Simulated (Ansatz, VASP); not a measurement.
## TaAs in VASP and in Ansatz

Contents of INCAR:

```
SYSTEM = TaAs
PREC     = Accurate       ! precision mode
ENCUT    = 520            ! plane-wave cutoff, eV
EDIFF    = 1E-7           ! SCF threshold, eV
ISMEAR   = -1             ! smearing method
SIGMA    = 0.05           ! smearing width, eV
LREAL    = .False.        ! projectors in reciprocal space
LASPH    = .True.         ! aspherical terms in the spheres
NELM     = 80             ! most SCF steps
ALGO     = Normal         ! electronic algorithm
ISIF     = 2              ! what is computed and relaxed
LWAVE    = .False.        ! write WAVECAR
LCHARG   = .False.        ! write CHGCAR
GGA      = PE             ! functional
NBANDS   = 24             ! bands
```

Contents of KPOINTS:

```
regular mesh
0
Gamma
  11 11 11
  0 0 0
```

The input POSCAR:

```
TaAs
1.0
   -1.7555829819      1.7555829819      5.9830284314
    1.7555829819     -1.7555829819      5.9830284314
    1.7555829819      1.7555829819     -5.9830284314
Ta As
2 2
Direct
    0.4999673000      0.4999673000      0.0000000000
    0.2499673000      0.7499673000      0.5000000000
    0.0826321200      0.0826321200      0.0000000000
    0.8326321200      0.3326321200      0.5000000000
```

The input input.yaml:

```yaml
crystal:
  lattice:
    - [-1.7555829819, 1.7555829819, 5.9830284314]
    - [1.7555829819, -1.7555829819, 5.9830284314]
    - [1.7555829819, 1.7555829819, -5.9830284314]
  atoms:
    - { symbol: Ta, position: [0.4999673, 0.4999673, 0.0] }
    - { symbol: Ta, position: [0.2499673, 0.7499673, 0.5] }
    - { symbol: As, position: [0.08263212, 0.08263212, 0.0] }
    - { symbol: As, position: [0.83263212, 0.33263212, 0.5] }
hamiltonian:
  xc: pbe
  pseudopotentials: { kind: paw }
kpoints:
  mp_grid: { grid: [11, 11, 11] }
scf:
  occupations: { method: fermi_dirac, width: 0.05 }
output:
  forces: true
  stress: true
  eigenvalues: true
  write_density: true
  write_potential: true
  elf: true
  volumetric_format: npy
```

Change from the starting cell: volume scaled by 1.06.

Alike in both runs: task single point; functional PBE; k mesh 11 × 11 × 11; occupations fermi-dirac, width 0.05 eV; no spin polarisation.

|  | VASP | Ansatz |
| --- | --- | --- |
| version | VASP 6.6.1 | Ansatz 0.2.0 |
| potentials or method | VASP PAW PBE potentials, release 64 (Ta_pv, As) | Ansatz PAW |
| plane-wave cutoff (eV) | 520 | 420 |
| valence electrons in the cell | 32 | 56 |

|  | VASP | Ansatz | Ansatz less VASP |
| --- | --- | --- | --- |
| gap on the k mesh at the Fermi level (eV) | none | none | - |
| pressure (GPa) | -7.1 | -7.4 | -0.33 |
| largest component of the traceless stress (GPa) | 0.21 | 0.26 | +0.052 |

A gap of «none» marks a metal or a gap that the smearing closes. The two sets of potentials don't hold the same shells in valence.

Spin-orbit coupling is left out, which matters for the levels of Ta.
